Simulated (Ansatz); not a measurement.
Sn, DFT, PBE, PAW with Ansatz's default frozen-core files, scalar-relativistic (Ansatz 0.2.0), run on 1 thread of Arm Neoverse V1 on a shared host.

The cell is COD entry 1540069, as deposited and not checked against the literature; nothing was relaxed. The listed cell was then made from it by scaling, straining or moving an atom.

Command: `ansatz run input.yaml --threads 1 --pin off --max-ram 3072MiB --backend cpu --events-out ev --progress --plain --runs-dir out`

```yaml
crystal:
  lattice:
    - [-1.59075, 1.59075, 2.8281805]
    - [1.59075, -1.59075, 2.8281805]
    - [1.59075, 1.59075, -2.8281805]
  atoms:
    - { symbol: Sn, position: [0.0, 0.0, 0.0] }
kpoints:
  mp_grid: { grid: [18, 18, 18] }
scf:
  occupations: { method: fermi_dirac, width: 0.03 }
hamiltonian:
  xc: pbe
  pseudopotentials: { kind: paw }
output:
  forces: true
  stress: true
  eigenvalues: true
  efg: { contact_densities: true }
```

Q: How large is the problem that the program sets up?

A: 480 irreducible k-points, 565 plane waves at Γ, 11 bands.

Q: About how long does it take, and how much memory does it use?

A: 10 s of wall time for 6 SCF iterations, with a peak of 0.44 GiB. Times on shared machines scatter by tens of per cent.

Q: And the same cell and mesh by all-electron PAW (datasets made for this crystal), asked for forces, stress, eigenvalues, efg, on the same hardware?

A: 25 s, peak memory 0.54 GiB.
